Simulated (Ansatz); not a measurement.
# Al (P6_3/mmc) in Ansatz: elastic constants with PBEsol

Aim: the elastic constants of Al with PBEsol.

Program: Ansatz 0.2.0. These are calculated values, not measurements. Logs are shortened: lines on timing, memory, paths and dates and some standing lists are left out, and cuts for length are marked.

### 1 The structure

Symmetry: P6_3/mmc, No. 194, hexagonal system. Conventional cell: a = 2.827 Å, b = 2.827 Å, c = 9.186 Å, α = 90.00°, β = 90.00°, γ = 120.00°. Around Al (site symmetry -6m2) lie 12 Al at 2.82 to 2.83 Å. Al (site symmetry -3m) has 12 Al at 2.82 to 2.83 Å as nearest neighbours.

This isn't the form of Al at room conditions, which is fcc.

### 2 Elastic constants, PBEsol

Input file input.yaml:

```yaml
crystal:
  lattice:
    - [2.8270770242, 0.0, 0.0]
    - [-1.4135385121, 2.4483205214, 0.0]
    - [0.0, 0.0, 9.18599307]
  atoms:
    - { symbol: Al, position: [0.6666666667, 0.3333333333, 0.75] }
    - { symbol: Al, position: [0.0, 0.0, 0.5] }
    - { symbol: Al, position: [0.3333333333, 0.6666666667, 0.25] }
    - { symbol: Al, position: [0.0, 0.0, 0.0] }
hamiltonian:
  xc: pbesol
  pseudopotentials: { kind: paw }
kpoints:
  mp_grid: { grid: [10, 10, 4] }
scf:
  occupations: { method: fermi_dirac, width: 0.05 }
output:
  forces: true
  stress: true
elastic:
  mode: relaxed_ion
  stencil: two_point
```

Potentials or basis: Ansatz PAW.

On the command line:

```
$ ansatz run input.yaml --threads 2 --pin off --max-ram 5632MiB --backend cpu --events-out ev --progress --plain --runs-dir out
```

Log:

```text
Warning: RAYON_NUM_THREADS=2 ignored (pool sized by the plan → 2); use --threads N
Engine: ansatz 0.2.0, aarch64-unknown-linux-gnu
Pseudopotentials: kind: paw
Pseudopotential: Al, paw, valence charge 3, recommended cutoff 420 eV (normal), Al.paw.azcp
Functional definition: PBEsol
  exchange = pbesol_x
  correlation = pbesol_c
Crystal: 4 atoms, lattice volume = 63.582 Å³
Basis set: ecut = 420 eV, 1255 PW (Γ), exchange–correlation on 40×40×128 points (8 copies of the dense FFT grid, shifted against one another)
Bands: 10, of which v1, the nominal top of the filled ones, is band 6 counted from 1 (5 counted from 0)
Symmetry: 24 space group operations
Space group: P63/mmc (ITA 194), of the structure as read, at distance tolerance 4.0e-5 Å
k-points: 42 of 400
Non-local potential: Al, projectors of the file, l = 0: 2, l = 1: 2, l = 2: 1
PAW form: soft (Blöchl's): semilocal exchange-correlation on the pseudo side does not see the compensation charge
PAW frozen core: Al, regenerated for the run's functional, and the local potential with it (the file was generated under x = pbe(κ = 0.804, μ = 0.2195149727645171), c = pbe(β = 0.06672455060314922))
PAW one-centre angular grid: Al, 110 points (default); XC on 64 Gauss nodes
Initial density: superposition of atomic densities (neutral atoms: chi_scale 0, normalization atom), corrected by the library's trained network
Initial wavefunctions: pseudopotential atomic-orbital guess
Functional: x = pbesol(κ = 0.804, μ = 0.12345679012345678), c = pbesol(β = 0.046)
SCF iter   1: F=—  HF=-2098.144772 eV  |F-HF|=—  |Δ(HF+E_count)|=         —  Δρ=1.32e-3  dr2=1.09e-3  ethr=1.77e-3  ⟨swp⟩=7.8  Hψ=3816  notcnv=0
preconditioner: auto → none  [insulator: Δε(μ)=0.137 eV  Ē_g=7.517 eV  σ=0.050 eV  W_gap=0.57  n_scr=6 (ndim 8)  ℏωp=16.1 eV  f_vac=0.000  D(μ)=1.19/eV (n_scr^D=4)  ε∞_Penn≈5.6]
SCF iter   2: F=—  HF=-2098.144717 eV  |F-HF|=—  |Δ(HF+E_count)|=   5.49e-5  Δρ=5.44e-4  dr2=1.51e-4  ethr=9.11e-6  ⟨swp⟩=1.9  Hψ=842  notcnv=0
SCF iter   3: F=—  HF=-2098.144706 eV  |F-HF|=—  |Δ(HF+E_count)|=   1.15e-5  Δρ=1.07e-4  dr2=1.31e-5  ethr=1.26e-6  ⟨swp⟩=1.9  Hψ=601  notcnv=0
SCF iter   4: F=—  HF=-2098.144684 eV  |F-HF|=—  |Δ(HF+E_count)|=   2.19e-5  Δρ=2.72e-5  dr2=2.92e-7  ethr=1.09e-7  ⟨swp⟩=2.1  Hψ=595  notcnv=0
SCF iter   5: F=—  HF=-2098.144684 eV  |F-HF|=—  |Δ(HF+E_count)|=   4.01e-8  Δρ=4.93e-6  dr2=9.74e-9  ethr=2.43e-9  ⟨swp⟩=1.9  Hψ=578  notcnv=0
SCF iter   6: F=—  HF=-2098.144684 eV  |F-HF|=—  |Δ(HF+E_count)|=   2.63e-9  Δρ=5.20e-7  dr2=1.75e-10  ethr=8.12e-11  ⟨swp⟩=2.1  Hψ=623  notcnv=0
SCF iter   7: F=—  HF=-2098.144684 eV  |F-HF|=—  |Δ(HF+E_count)|=  2.68e-11  Δρ=8.21e-8  dr2=4.26e-12  ethr=1.46e-12  ⟨swp⟩=2.1  Hψ=618  notcnv=0
SCF iter   8: F=—  HF=-2098.144684 eV  |F-HF|=—  |Δ(HF+E_count)|=  4.55e-13  Δρ=2.71e-8  dr2=4.98e-13  ethr=3.55e-14 (applied; sched 1.00e-12)  ⟨swp⟩=1.1  Hψ=415  notcnv=0  defer=7
SCF iter   9: F=-2098.144684 eV  HF=-2098.144684 eV  |F-HF|=0.00e0  |Δ(HF+E_count)|=    0.00e0  Δρ=5.67e-9  dr2=2.09e-14  ethr=1.00e-12  ⟨swp⟩=4.3  Hψ=1354  notcnv=0
SCF 1 converged in 9 iterations: F = -2098.144684 eV  dr2 = 2.09e-14
[... 187 lines left out ...]
Internal energy: -2098.133996 eV  (E = F + TS)
E sigma→0 (E₀):  -2098.139340 eV
Entropy (-TS):   -0.010687 eV (-2.672 meV/atom)
Fermi energy:    8.241337 eV
--- Per-component energies (eV) ---
  E_band       = 45.074261
  E_kinetic    = 93.533104
  E_local      = 41.330994  (includes V_loc(G=0)·N_el)
  E_nonlocal   = 41.907148
  E_hartree    = 0.429686
  E_xc         = -158.596937
  E_vxc        = -117.879782  (∫ρ·V_xc dr)
  E_paw        = -1819.079980  (= ΣΔE_a)
  E_vpaw       = -14.676563  (= ΣTr[D̂ρ^β])
  E_aug_tail   = -0.000010  (compensation charges beyond the density's cutoff)
  E_ewald      = -297.734555
  E_core_change = 0.076556  (= ΣΔE_core)
  E_smearing   = -0.010687  (= −TS)
  E_closure    = 0.000000  (closes the sum)
  Σ components = -2098.144684   (vs F -2098.144684, Δ=0.00e0)
--- Forces (eV/Å), atoms counted from 1 ---
  atom   1  Al     0.00000000     0.00000000     0.00000000
  atom   2  Al     0.00000000     0.00000000     0.00000000
  atom   3  Al     0.00000000    -0.00000000     0.00000000
  atom   4  Al     0.00000000    -0.00000000    -0.00000000
  max |Σ_I F_I| component: 1.16e-18 eV/Å
--- Stress (GPa, compression-positive) ---
        0.852158      -0.000000       0.000000
        0.000000       0.852158       0.000000
        0.000000       0.000000       3.926638
  P = ⅓ Tr σ = 1.8770 GPa (18.770 kbar)
--- Band table (eV; the first three rows and the last of 42) ---
  k-point 0: bands = ["-3.1062", "-1.3669", "-1.3626", "3.5686", "3.9137", "11.8735", "11.8860", "19.1074", "19.1074", "19.2531"]
  k-point 1: bands = ["-2.9967", "-2.1239", "-0.3949", "2.1560", "5.5170", "9.5894", "14.3128", "19.1919", "19.1919", "19.3112"]
  k-point 2: bands = ["-2.6687", "-2.6687", "0.7810", "0.7810", "7.4638", "7.4638", "16.8411", "16.8411", "19.4382", "19.4382"]
  k-point 41: bands = ["3.7982", "3.7982", "5.9194", "5.9194", "6.1450", "6.1450", "7.2875", "7.2875", "9.2482", "9.2482"]
--- Elastic constants: 3 strain directions × 2 members + reference (group order 24) ---
  dense FFT box of the reference and of every strained cell: 20×20×64
  strains applied: 11, 33, 23; error gains: componentwise 1.00 (the most a stress slope's error grows in a printed constant), spectral 1.41 (1 for all six strains in a standard setting)
  C = ∂σ_k/∂η_j (tension-positive GPa; Voigt order 11 22 33 23 13 12):
       180.065     39.263     54.729      0.000      0.000     -0.000
        39.263    180.065     54.729      0.000      0.000      0.000
        57.503     57.503    155.075      0.000      0.000      0.000
         0.000      0.000      0.000     45.394      0.000      0.000
         0.000      0.000      0.000      0.000     45.394      0.000
        -0.000      0.000      0.000      0.000      0.000     70.401
  reference stress σ⁰ (GPa):     -0.852     -0.852     -3.927     -0.000     -0.000      0.000
  C* (energy form; C + prestress term) asymmetry max|C*_kj − C*_jk| = 3.002e-1 GPa — a small one proves nothing (zero by symmetry where the batch's group is 432, −43m or m−3m); a large one is finite-difference/SCF noise where every solve meets its electron count
  moduli (Voigt/Reuss/Hill, GPa): K = 90.91/90.86/90.89   G = 56.49/54.26/55.37   E = 138.08   ν = 0.247
  mechanically stable: yes (min eigenvalue of sym C = 45.39 GPa)
  strain η (Voigt 11):  stress-route row diagonal C_11 = 180.06 GPa, energy-path curvature d²(F+E_count+ΔE)/dδ²/Ω₀ = 180.02 GPa
         δ    σ_11 (GPa)             F (eV)   n_scf  n_hpsi   n_pw
    -2.000e-3      -1.2122       -2098.1438679      14   24323   1255   relax 3 steps, max|allowed force component| 4.46e-7 eV/Å
     2.000e-3      -0.4919       -2098.1452244      14   24392   1259   relax 2 steps, max|allowed force component| 1.75e-5 eV/Å
  strain η (Voigt 33):  stress-route row diagonal C_33 = 155.07 GPa, energy-path curvature d²(F+E_count+ΔE)/dδ²/Ω₀ = 155.58 GPa
         δ    σ_33 (GPa)             F (eV)   n_scf  n_hpsi   n_pw
    -2.000e-3      -4.2435       -2098.1414438       6    8002   1255   relax 0 steps, max|allowed force component| 5.49e-18 eV/Å
     2.000e-3      -3.6232       -2098.1476804       5    7313   1257   relax 0 steps, max|allowed force component| 1.27e-17 eV/Å
  strain η (Voigt 23):  stress-route row diagonal C_44 = 45.39 GPa, energy-path curvature d²(F+E_count+ΔE)/dδ²/Ω₀ = 46.59 GPa
         δ    σ_23 (GPa)             F (eV)   n_scf  n_hpsi   n_pw
    -2.000e-3      -0.0908       -2098.1446502      14   30412   1255   relax 1 steps, max|allowed force component| 3.54e-5 eV/Å
     2.000e-3       0.0908       -2098.1446502      14   30446   1255   relax 1 steps, max|allowed force component| 3.54e-5 eV/Å
```

elastic.tsv:

```text
# convention: tension-positive GPa; Voigt order 11 22 33 23 13 12; engineering shear strains; stresses and constants hold the Pulay correction, whose part of sigma0, of c and of each member's stress the lines and columns named pulay_correction_..._gpa give (of c_energy it is that of c and, on the columns of strains 1 to 3, that of sigma0; of a layer's constants it is that of c in the plane, times a tenth of its plane spacing in ang); where a line pulay_correction_withheld stands none holds it
[... 15 lines left out ...]
6	-5.4772354830e-16	3.4049350802e-16	1.2377145421e-48	0.0000000000e0	0.0000000000e0	7.0400835218e1	-5.4772354830e-16	3.4049350802e-16	1.2377145421e-48	0.0000000000e0	0.0000000000e0	7.0400835218e1	-2.7019363377e-19	8.3221169624e-19	1.7073008923e-51	0.0000000000e0	0.0000000000e0	3.0081002720e-2
```

It took 24 s on 2 threads of Arm Neoverse V2, shared host; peak memory 0.38 GiB.

What came out:

```
Free energy            : -2098.1447 eV
Pressure               : 1.9 GPa
Band gap on the k mesh : none (metal or under the smearing width)
Voigt bulk modulus     : 91 GPa
```

Stress tensor (GPa, compression positive):
```
0.85 0.00 0.00
0.00 0.85 0.00
0.00 0.00 3.93
```

Elastic tensor in Voigt notation (GPa, in the Cartesian axes of the cell as first typed):
```
180  39  55   0   0   0
 39 180  55   0   0   0
 58  58 155   0   0   0
  0   0   0  45   0   0
  0   0   0   0  45   0
  0   0   0   0   0  70
```

Caveat: elastic constants of metals need much finer meshes, so these are rough; the PAW data sets come from PBE, with cores solved anew for the run's functional, which leaves a small shift of forces and pressure.
